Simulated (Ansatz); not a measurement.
Input of an Ansatz 0.2.0 run:

File input.yaml:

```yaml
crystal:
  lattice:
    - [2.9065, 0.0, 0.0]
    - [-1.45325, 2.5171028361, 0.0]
    - [0.0, 0.0, 2.8366]
  atoms:
    - { symbol: W, position: [0.0, 0.0, 0.0] }
    - { symbol: C, position: [0.6666666667, 0.3333333333, 0.5] }
hamiltonian:
  xc: pbesol
  pseudopotentials: { kind: paw }
  dispersion: d4
kpoints:
  mp_grid: { grid: [10, 10, 9] }
scf:
  occupations: { method: fermi_dirac, width: 0.05 }
output:
  forces: true
  stress: true
relax:
  f_tol: 0.01
  max_steps: 40
  cell: { stress_tol: 0.05 }
```

Potentials or basis: Ansatz PAW.

The run is started by

```sh
$ ansatz run input.yaml --threads 2 --pin off --max-ram 5632MiB --backend cpu --events-out ev --progress --plain --runs-dir out
```

Task: What does it give for the relaxed cell?

Result: a = 2.889 Å, b = 2.889 Å, c = 2.818 Å, α = 90.00°, β = 90.00°, γ = 120.00°.

Task: Estimate the space group after relaxing (to 0.05 Å).

Result: P-6m2 (No. 187).

Task: Estimate the relaxed volume.

Result: 10.19 Å³/atom.

The path:
```
step  energy change (eV)  largest force (eV/Å)  volume (Å³)
   1              0.0000                0.0000        20.75
   2             -0.0067                0.0000        20.16
   3             -0.0093                0.0000        20.38
   4             -0.0097                0.0000        20.38
   5             -0.0090                0.0000        20.38
```

Caveat: the plane-wave basis is chosen anew once the cell has moved, so the energies of steps on either side of that aren't comparable; the pressure holds a Pulay correction of +0.3 GPa for the finite cutoff; the PAW data sets come from PBE, with cores solved anew for the run's functional, which leaves a small shift of forces and pressure. The run has no spin-orbit coupling, so splittings on W are missing.
